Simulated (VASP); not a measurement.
# BaTiO3 (Pm-3m) in VASP: further runs, part 2 of 2

VASP 6.6.1. Earlier steps stand in the parts before.

### Step 4. Dielectric tensor, PBEsol

The input, INCAR:

```
ALGO = Normal
EDIFF = 1E-8
ENCUT = 800
GGA = PS
ISIF = 2
ISMEAR = 0
LASPH = T
LCHARG = F
LEPSILON = T
LREAL = F
LWAVE = F
NELM = 100
PREC = Accurate
SIGMA = 0.01
```

The input, KPOINTS:

```
k-points
0
Gamma
  10 10 10
```

The input, POSCAR:

```
BaTiO3
1.0
    4.0060000000      0.0000000000      0.0000000000
    0.0000000000      4.0060000000      0.0000000000
    0.0000000000      0.0000000000      4.0060000000
Ba Ti O
1 1 3
Direct
    0.5000000000      0.5000000000      0.5000000000
    0.0000000000      0.0000000000      0.0000000000
    0.0000000000      0.0000000000      0.5000000000
    0.0000000000      0.5000000000      0.0000000000
    0.5000000000      0.0000000000      0.0000000000
```

Potentials or basis: VASP PAW PBE potentials, release 64 (Ba_sv, Ti_sv, O).

Launch:

```console
> cat potpaw_PBE.64/Ba_sv/POTCAR potpaw_PBE.64/Ti_sv/POTCAR potpaw_PBE.64/O/POTCAR > POTCAR
> mpirun -np 1 vasp_std > vasp.out
```

OUTCAR:

```text
EDIFF = 1E-8
   ENCUT = 800
   GGA = PS
   ISIF = 2
   ISMEAR = 0
   LASPH = T
   LEPSILON = T
   LREAL = F
   NELM = 100
   PREC = Accurate

 ion  position               nearest neighbor table
   1  0.500  0.500  0.500-   3 2.83   4 2.83   5 2.83   4 2.83   5 2.83   3 2.83   5 2.83   5 2.83
                             3 2.83   4 2.83   4 2.83   3 2.83   2 3.47   2 3.47   2 3.47   2 3.47
   2  0.000  0.000  0.000-   3 2.00   4 2.00   5 2.00   3 2.00   4 2.00   5 2.00   1 3.47   1 3.47
                             1 3.47   1 3.47   1 3.47   1 3.47   1 3.47   1 3.47
   3  0.000  0.000  0.500-   2 2.00   2 2.00   1 2.83   1 2.83   1 2.83   1 2.83
   4  0.000  0.500  0.000-   2 2.00   2 2.00   1 2.83   1 2.83   1 2.83   1 2.83
   5  0.500  0.000  0.000-   2 2.00   2 2.00   1 2.83   1 2.83   1 2.83   1 2.83

  LATTYP: Found a simple cubic cell.
 ALAT       =     4.0060000000

  Lattice vectors:

 A1 = (   4.0060000000,   0.0000000000,   0.0000000000)
 A2 = (   0.0000000000,   4.0060000000,   0.0000000000)
 A3 = (   0.0000000000,   0.0000000000,   4.0060000000)

Analysis of symmetry for initial positions (statically):
=====================================================================
 Subroutine PRICEL returns:
 Original cell was already a primitive cell.

 Routine SETGRP: Setting up the symmetry group for a
 simple cubic supercell.

 Subroutine GETGRP returns: Found 48 space group operations
 (whereof 48 operations were pure point group operations)
 out of a pool of 48 trial point group operations.
[... 890 lines left out ...]
     0.00000  0.00883  0.00000           (  0.00000 -0.00004  0.00000)
     0.00000 -0.00000 -0.01543           (  0.00000  0.00000  0.00042)

 PIEZOELECTRIC TENSOR FIELD DIRECTION 3  (C/m^2)
 -----------------------------------------------------------------------------
     0.00220  0.00000  0.00000
     0.00000  0.00220  0.00000
     0.00000 -0.00000 -0.00384

 MACROSCOPIC STATIC DIELECTRIC TENSOR (including local field effects in DFT)
 ------------------------------------------------------
           6.819165    -0.000000     0.000000
           0.000000     6.819165     0.000000
          -0.000000     0.000000     6.819165
 ------------------------------------------------------

 PIEZOELECTRIC TENSOR (including local field effects)  for field in x, y, z        (e  Angst)
          XX          YY          ZZ          XY          YZ          ZX
  --------------------------------------------------------------------------------
  x     0.00000     0.00000     0.00000     0.00000     0.00000     0.00000
  y     0.00000     0.00000     0.00000     0.00000     0.00000     0.00000
  z     0.00000     0.00000     0.00000     0.00000     0.00000     0.00000

 PIEZOELECTRIC TENSOR (including local field effects)  for field in x, y, z        (C/m^2)
          XX          YY          ZZ          XY          YZ          ZX
  --------------------------------------------------------------------------------
  x     0.00000     0.00000     0.00000     0.00000     0.00000     0.00000
  y     0.00000     0.00000     0.00000     0.00000     0.00000     0.00000
  z     0.00000     0.00000     0.00000     0.00000     0.00000     0.00000

 BORN EFFECTIVE CHARGES (including local field effects) (in |e|, cummulative output)
 ---------------------------------------------------------------------------------
 ion    1
    1     2.74061     0.00000    -0.00000
    2     0.00000     2.74061     0.00000
    3     0.00000     0.00000     2.74061
 ion    2
    1     7.42006     0.00000     0.00000
    2     0.00000     7.42006     0.00000
    3     0.00000    -0.00000     7.42006
 ion    3
    1    -2.13991     0.00000     0.00000
    2    -0.00000    -2.13991    -0.00000
    3     0.00000     0.00000    -5.88084
 ion    4
    1    -2.13991     0.00000    -0.00000
    2    -0.00000    -5.88084    -0.00000
    3    -0.00000    -0.00000    -2.13991
 ion    5
    1    -5.88084    -0.00000    -0.00000
    2     0.00000    -2.13991    -0.00000
    3     0.00000    -0.00000    -2.13991
```

OSZICAR:

```text
N       E                     dE             d eps       ncg     rms          rms(c)
DAV:   1     0.544487423274E+03    0.54449E+03   -0.26742E+04  2688   0.245E+03
DAV:   2     0.128858807188E+02   -0.53160E+03   -0.52328E+03  3144   0.566E+02
DAV:   3    -0.493689388268E+02   -0.62255E+02   -0.60706E+02  3216   0.172E+02
[... 12 lines left out ...]
RMM:  17    -0.108730333015E+01   -0.14109E-04   -0.10061E-04 12642   0.261E-03    0.991E-04
RMM:  18    -0.108731046843E+01   -0.71383E-05   -0.74145E-05 10882   0.176E-03    0.123E-03
RMM:  19    -0.108731729709E+01   -0.68287E-05   -0.43628E-05 10387   0.122E-03    0.129E-03
RMM:  20    -0.108731822302E+01   -0.92593E-06   -0.38872E-05  7621   0.824E-04    0.143E-03
RMM:  21    -0.108731865538E+01   -0.43236E-06   -0.29713E-05  6473   0.574E-04    0.150E-03
RMM:  22    -0.108732075577E+01   -0.21004E-05   -0.31017E-05  6088   0.429E-04    0.150E-03
```

stdout:

```text
POSCAR found type information on POSCAR BaTiO
 POSCAR found :  3 types and       5 ions
 scaLAPACK will be used
 -----------------------------------------------------------------------------
|                                                                             |
[... 28 lines left out ...]
 dielectric tensor                  component  3 :    -0.516    -0.903     9.342
 Linear response to external field, progress :
  Direction:   1
 dielectric tensor                  component  1 :     6.819    -0.889    -0.825
 Linear response to external field, progress :
  Direction:   2
 dielectric tensor                  component  2 :    -0.888     6.819    -0.825
 Linear response to external field, progress :
  Direction:   3
 dielectric tensor                  component  3 :    -0.724    -0.990     6.819
 Born effective charges drift removed
```

Wall time 75 min (1 thread of Intel Xeon 6975P-C (Granite Rapids), shared host); peak memory 1 GiB.

Results:

| Quantity | Value |
| --- | --- |
| Band gap on the k mesh | 1.70 eV, indirect (least direct gap 1.84 eV) |
| Electronic dielectric tensor (diagonal) | 6.82 |
| Born charges (mean of the diagonal) | Ba +2.74; Ti +7.42; O -3.39 e |

Levels at points of the mesh, in eV from the valence-band top:
| k point | band 17 | band 18 | band 19 | band 20 | band 21 | band 22 | band 23 | band 24 |
| --- | --- | --- | --- | --- | --- | --- | --- | --- |
| (0.00, 0.00, 0.00) | -1.10 | -0.15 | -0.15 | -0.15 | 1.70 | 1.70 | 1.70 | 3.92 |
| (0.50, 0.00, 0.00) | -1.85 | -1.85 | -0.72 | -0.72 | 1.86 | 3.48 | 3.48 | 3.93 |
| (0.50, 0.50, 0.00) | -1.74 | -0.88 | -0.88 | -0.09 | 3.48 | 3.48 | 3.89 | 4.76 |
| (0.50, 0.50, 0.50) | -2.42 | 0.00 | 0.00 | 0.00 | 4.16 | 4.16 | 4.16 | 6.62 |

Electronic dielectric tensor:
```
6.82 0.00 0.00
0.00 6.82 0.00
0.00 0.00 6.82
```

Born effective charge tensors (e):
atom 1, Ba
```
2.74 0.00 0.00
0.00 2.74 0.00
0.00 0.00 2.74
```
atom 2, Ti
```
7.42 0.00 0.00
0.00 7.42 0.00
0.00 0.00 7.42
```
atom 3, O
```
-2.14  0.00  0.00
 0.00 -2.14  0.00
 0.00  0.00 -5.88
```
atom 4, O
```
-2.14  0.00  0.00
 0.00 -5.88  0.00
 0.00  0.00 -2.14
```
atom 5, O
```
-5.88  0.00  0.00
 0.00 -2.14  0.00
 0.00  0.00 -2.14
```

Caveat: spin-orbit coupling is left out, which moves the levels of the heavy elements. As with any semilocal functional, this PBEsol gap is likely too small.

### Step 5. Dielectric tensor, PBEsol

INCAR, as its differences from that of step 4:

```diff
@@ -2,3 +2,3 @@
 EDIFF = 1E-8
-ENCUT = 800
+ENCUT = 400
 GGA = PS
```

The input, KPOINTS:

```
k-points
0
Gamma
  3 3 3
```

POSCAR is that of step 4.

Potentials or basis: VASP PAW PBE potentials, release 64 (Ba_sv, Ti_sv, O).

Launch:

```console
> cat potpaw_PBE.64/Ba_sv/POTCAR potpaw_PBE.64/Ti_sv/POTCAR potpaw_PBE.64/O/POTCAR > POTCAR
> mpirun -np 1 vasp_std > vasp.out
```

OUTCAR:

```text
EDIFF = 1E-8
   ENCUT = 400
   GGA = PS
   ISIF = 2
   ISMEAR = 0
   LASPH = T
   LEPSILON = T
   LREAL = F
   NELM = 100
   PREC = Accurate

 Found      4 irreducible k-points:

 Following reciprocal coordinates:
            Coordinates               Weight
  0.000000  0.000000  0.000000      1.000000
  0.333333  0.000000  0.000000      6.000000
  0.333333  0.333333  0.000000     12.000000
  0.333333  0.333333  0.333333      8.000000
   k-points           NKPTS =      4   k-points in BZ     NKDIM =      4   number of bands    NBANDS=     24
   number of dos      NEDOS =    301   number of ions     NIONS =      5
   total plane-waves  NPLWV =  21952
   dimension x,y,z NGX =    28 NGY =   28 NGZ =   28
   dimension x,y,z NGXF=    56 NGYF=   56 NGZF=   56
[... 253 lines left out ...]
          -0.000000     0.000000     8.844657
 ------------------------------------------------------

 PIEZOELECTRIC TENSOR (including local field effects)  for field in x, y, z        (e  Angst)
          XX          YY          ZZ          XY          YZ          ZX
  --------------------------------------------------------------------------------
  x     0.00000     0.00000     0.00000     0.00000     0.00000     0.00000
  y     0.00000     0.00000     0.00000     0.00000     0.00000     0.00000
  z     0.00000     0.00000     0.00000     0.00000     0.00000     0.00000

 PIEZOELECTRIC TENSOR (including local field effects)  for field in x, y, z        (C/m^2)
          XX          YY          ZZ          XY          YZ          ZX
  --------------------------------------------------------------------------------
  x     0.00000     0.00000     0.00000     0.00000     0.00000     0.00000
  y     0.00000     0.00000     0.00000     0.00000     0.00000     0.00000
  z     0.00000     0.00000     0.00000     0.00000     0.00000     0.00000

 BORN EFFECTIVE CHARGES (including local field effects) (in |e|, cummulative output)
 ---------------------------------------------------------------------------------
 ion    1
    1     2.89222     0.00000     0.00000
    2     0.00000     2.89222    -0.00000
    3     0.00000    -0.00000     2.89222
 ion    2
    1     9.41261     0.00000    -0.00000
    2    -0.00000     9.41261    -0.00000
    3     0.00000    -0.00000     9.41261
 ion    3
    1    -2.45336     0.00000     0.00000
    2     0.00000    -2.45336    -0.00000
    3    -0.00000    -0.00000    -7.39810
 ion    4
    1    -2.45336     0.00000     0.00000
    2    -0.00000    -7.39810     0.00000
    3     0.00000    -0.00000    -2.45336
 ion    5
    1    -7.39810    -0.00000    -0.00000
    2     0.00000    -2.45336     0.00000
    3    -0.00000     0.00000    -2.45336
```

OSZICAR:

```text
[... 13 lines left out ...]
RMM:  18    -0.145621413986E+01   -0.22919E-04   -0.40214E-04   619   0.298E-03    0.271E-04
RMM:  19    -0.145621256060E+01    0.15793E-05   -0.41427E-04   492   0.222E-03    0.610E-04
RMM:  20    -0.145621995504E+01   -0.73944E-05   -0.32796E-04   425   0.174E-03    0.804E-04
RMM:  21    -0.145622803854E+01   -0.80835E-05   -0.29693E-04   398   0.140E-03    0.103E-03
RMM:  22    -0.145622923947E+01   -0.12009E-05   -0.23749E-04   274   0.104E-03    0.131E-03
RMM:  23    -0.145623097700E+01   -0.17375E-05   -0.17486E-04   300   0.775E-04    0.153E-03
RMM:  24    -0.145623159663E+01   -0.61964E-06   -0.12881E-04   197   0.524E-04    0.167E-03
RMM:  25    -0.145623211217E+01   -0.51554E-06   -0.93740E-05   147   0.373E-04    0.175E-03
RMM:  26    -0.145623295882E+01   -0.84664E-06   -0.56508E-05   122   0.256E-04    0.178E-03
```

Wall time 2.7 min (1 thread of Intel Xeon 6975P-C (Granite Rapids), shared host); peak memory 0.17 GiB.

These settings aren't checked as converged: the numbers below hold their error.

What came out:

```yaml
Band_gap_on_the_k_mesh: 1.76 eV, direct
Electronic_dielectric_tensor_diagonal: 8.84
Born_charges_mean_of_the_diagonal: Ba +2.89; Ti +9.41; O -4.10 e
```

Caveat: the k mesh is coarse (spacing up to 0.52 Å⁻¹), so the values aren't converged; spin-orbit coupling is left out, which moves the levels of the heavy elements; an odd mesh through Γ misses points on the zone boundary, where band edges often lie.
